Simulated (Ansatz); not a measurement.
Ansatz input

```yaml
crystal:
  lattice:
    - [2.4488862017, 0.0, 0.0]
    - [-1.2244431008, 2.1207976616, 0.0]
    - [0.0, 0.0, 4.0274640238]
  atoms:
    - { symbol: Ni, position: [0.3333333333, 0.6666666667, 0.25] }
    - { symbol: Ni, position: [0.6666666667, 0.3333333333, 0.75] }
hamiltonian:
  xc: pbe
  pseudopotentials:
    kind: paw
    azcp:
      Ni: "pseudopotentials/Ni.paw.azcp"
basis:
  ecutwfc: 420
  fft_grid_basis: typed
kpoints:
  mp_grid: { grid: [16, 16, 9], shift: [0, 0, 0] }
magnetization:
  spin_polarized: false
scf:
  occupations: { method: fermi_dirac, width: 0.1 }
  lower_state_search: "off"
output:
  stress: true
  write_density: true
  write_potential: true
  elf: true
  volumetric_format: npy
```

Terminal output

```
Engine: ansatz 0.2.0, x86_64-unknown-linux-gnu
Pseudopotentials: kind: paw
Pseudopotential: Ni, paw, valence charge 18, recommended cutoff 420 eV (normal) 
Functional definition: PBE
  parameter kappa = 0.804
  parameter beta = 0.06672455060314922
  exchange = pbe_x(kappa = kappa, mu = beta*pi^2/3)
  correlation = pbe_c(beta = beta)
Crystal: 2 atoms, lattice volume = 20.917 Å³
Basis set: ecut = 420 eV, 391 PW (Γ)
Bands: 22, of which v1, the nominal top of the filled ones, is band 18 counted from 1 (17 counted from 0)
Symmetry: 24 space group operations
Space group: P63/mmc (ITA 194), of the structure as read, at distance tolerance 2.8e-5 Å
k-points: 150 of 2304
Non-local potential: Ni, projectors of the file, l = 0: 3, l = 1: 2, l = 2: 3, l = 3: 1
PAW form: soft (Blöchl's): semilocal exchange-correlation on the pseudo side does not see the compensation charge
PAW one-centre angular grid: Ni, 590 points (default); XC on 64 Gauss nodes
Initial density: superposition of atomic densities (neutral atoms: chi_scale 0, normalization atom), corrected by the library's trained network
Initial wavefunctions: pseudopotential atomic-orbital guess
Functional: x = pbe(κ = 0.804, μ = 0.2195149727645171), c = pbe(β = 0.06672455060314922)
SCF iter   1: F=—  HF=-11679.356657 eV  |F-HF|=—  |Δ(HF+E_count)|=         —  Δρ=4.28e-3  dr2=7.21e-4  ethr=1.77e-3  ⟨swp⟩=4.6  Hψ=12070  notcnv=0
SCF iter   2: F=—  HF=-11679.357045 eV  |F-HF|=—  |Δ(HF+E_count)|=   3.88e-4  Δρ=1.51e-3  dr2=1.31e-4  ethr=2.00e-6  ⟨swp⟩=2.1  Hψ=7213  notcnv=0
SCF iter   3: F=—  HF=-11679.357192 eV  |F-HF|=—  |Δ(HF+E_count)|=   1.47e-4  Δρ=5.17e-4  dr2=1.17e-5  ethr=3.64e-7  ⟨swp⟩=2.3  Hψ=4636  notcnv=0
SCF iter   4: F=—  HF=-11679.357218 eV  |F-HF|=—  |Δ(HF+E_count)|=   2.54e-5  Δρ=1.36e-4  dr2=1.59e-6  ethr=3.26e-8  ⟨swp⟩=2.4  Hψ=5928  notcnv=0
iter 5 did not close the SCF: its close was put off for the readings that it lacked (scf_convergence_deferred on its scf_iter line)
SCF iter   5: F=-11679.357218 eV  HF=-11679.357218 eV  |F-HF|=3.70e-9  |Δ(HF+E_count)|=   5.55e-7  Δρ=1.49e-5  dr2=8.26e-9  ethr=4.41e-9  ⟨swp⟩=2.0  Hψ=4778  notcnv=0
SCF iter   6: F=-11679.357218 eV  HF=-11679.357218 eV  |F-HF|=3.91e-10  |Δ(HF+E_count)|=   6.16e-9  Δρ=2.22e-6  dr2=2.92e-10  ethr=2.29e-11  ⟨swp⟩=6.1  Hψ=20332  notcnv=0
SCF 1 converged in 6 iterations: F = -11679.357218 eV  dr2 = 2.92e-10
SCF converged after 6 iterations
Free energy (F): -11679.357218 eV
Harris-Foulkes:  -11679.357218 eV  (|F-HF|=3.91e-10)
Internal energy: -11679.171490 eV  (E = F + TS)
E sigma→0 (E₀):  -11679.264354 eV
Entropy (-TS):   -0.185728 eV (-92.864 meV/atom)
Fermi energy:    18.957827 eV
--- Per-component energies (eV) ---
  E_band       = -536.845483
  E_kinetic    = 566.319834
  E_local      = -6746.561556  (includes V_loc(G=0)·N_el)
  E_nonlocal   = 1271.312045
  E_hartree    = 2820.926748
  E_xc         = -170.357332
  E_vxc        = -219.733145  (∫ρ·V_xc dr)
  E_paw        = -3259.200150  (= ΣΔE_a)
  E_vpaw       = -1050.035870  (= ΣTr[D̂ρ^β])
  E_aug_tail   = 0.001078  (compensation charges beyond the density's cutoff)
  E_ewald      = -6161.612158
  E_smearing   = -0.185728  (= −TS)
  E_closure    = -0.000000  (closes the sum)
  Σ components = -11679.357218   (vs F -11679.357218, Δ=0.00e0)
--- Stress (GPa, compression-positive) ---
        9.019829       0.000000       0.000000
        0.000000       9.019829       0.000000
        0.000000       0.000000       8.978909
  P = ⅓ Tr σ = 9.0062 GPa (90.062 kbar)
--- Band table (eV; the first three rows and the last of 150) ---
  k-point 0: bands = ["-84.1739", "-84.1344", "-44.6572", "-44.4672", "-44.4672", "-44.4318", "-44.4318", "-44.4046", "9.6802", "14.2024", "16.9206", "17.0135", "17.0135", "17.3079", "17.3079", "17.7606", "17.7606", "18.5320", "18.7815", "18.7815", "25.1203", "41.8245"]
  k-point 1: bands = ["-84.1727", "-84.1355", "-44.6497", "-44.4661", "-44.4661", "-44.4329", "-44.4329", "-44.4123", "9.8037", "14.1303", "16.8889", "16.9881", "16.9881", "17.2782", "17.2782", "17.8270", "17.8270", "18.1131", "18.7733", "18.7733", "25.8375", "41.7752"]
  k-point 2: bands = ["-84.1693", "-84.1390", "-44.6280", "-44.4631", "-44.4631", "-44.4360", "-44.4360", "-44.4345", "10.1687", "13.8525", "16.8013", "16.9434", "16.9434", "17.2002", "17.2002", "17.3234", "17.9892", "17.9892", "18.7413", "18.7413", "27.5778", "40.6198"]
  k-point 149: bands = ["-84.1231", "-84.1225", "-44.6320", "-44.6316", "-44.5905", "-44.5790", "-44.4650", "-44.4622", "15.5161", "15.5552", "15.8825", "15.9291", "16.4672", "16.5277", "17.6240", "17.7934", "18.8057", "18.8557", "24.1259", "24.5600", "26.4609", "27.1915"]
```

Command:

```sh
ansatz run input.yaml --threads 1 --pin off --max-ram 3584MiB --backend cpu --events-out ev --progress --plain --runs-dir out
```

On 1 thread of Intel(R) Xeon(R) Platinum 8259CL CPU @ 2.50GHz (Skylake/Cascade Lake) (shared host) this took about 6.8 s of wall time and 6.3 s of CPU time.
